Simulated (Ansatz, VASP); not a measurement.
# Cu in VASP and in Ansatz

```xyz
1
Lattice="0.0000 1.7592 1.7592 1.7592 0.0000 1.7592 1.7592 1.7592 0.0000" Properties=species:S:1:pos:R:3 pbc="T T T"
Cu    0.0000    0.0000    0.0000
```

Alike in both runs: functional LDA; k mesh 20 × 20 × 20; occupations fermi-dirac, width 0.15 eV; no spin polarisation.

Ansatz relaxed the structure, and its values are those at the end. VASP's run is a single point on that final structure, the one shown.

|  | VASP | Ansatz |
| --- | --- | --- |
| version | VASP 6.6.1 | Ansatz 0.2.0 |
| potentials or method | VASP PAW LDA potentials, release 64 (Cu) | scalar-relativistic, plane waves, PAW |
| plane-wave cutoff (eV) | 520 | 600 |
| valence electrons in the cell | 11 | 19 |

```tsv
	VASP	Ansatz	Ansatz less VASP
gap on the k mesh at the Fermi level (eV)	none	none	-
pressure (GPa)	0.9	0.0	-0.92
```

A gap of «none» marks a metal or a gap that the smearing closes. The two sets of potentials don't hold the same shells in valence. Ansatz warned: «pseudo_functional_mismatch».
